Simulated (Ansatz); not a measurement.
A run of Ansatz 0.2.0:

File input.yaml:

```yaml
crystal:
  lattice:
    - [0.0, 1.9609, 1.9609]
    - [1.9609, 0.0, 1.9609]
    - [1.9609, 1.9609, 0.0]
  atoms:
    - { symbol: Pt, position: [0.0, 0.0, 0.0] }
kpoints:
  mp_grid: { grid: [12, 12, 12] }
scf:
  occupations: { method: fermi_dirac, width: 0.05 }
hamiltonian:
  xc: pbe
  pseudopotentials: { kind: all_electron, lapw: { basis_error: 0.001 } }
output:
  forces: true
  stress: true
relax:
  f_tol: 0.02
  max_steps: 60
  cell: {}
```

Potentials or basis: all-electron LAPW, scalar-relativistic.

Command:

```console
$ ansatz run input.yaml --threads 1 --pin off --max-ram 3072MiB --backend cpu --events-out ev --progress --plain --runs-dir out
```

Hardware: 1 thread of Arm Neoverse V2 (shared host).

Q: How long does it take, and how much memory?

A: It took 26 s on 1 thread of Arm Neoverse V2 (shared host), peak memory 0.3 GiB. Counts: scf iterations 27, plane waves 169, k points 72, bands 26, ion steps 6.
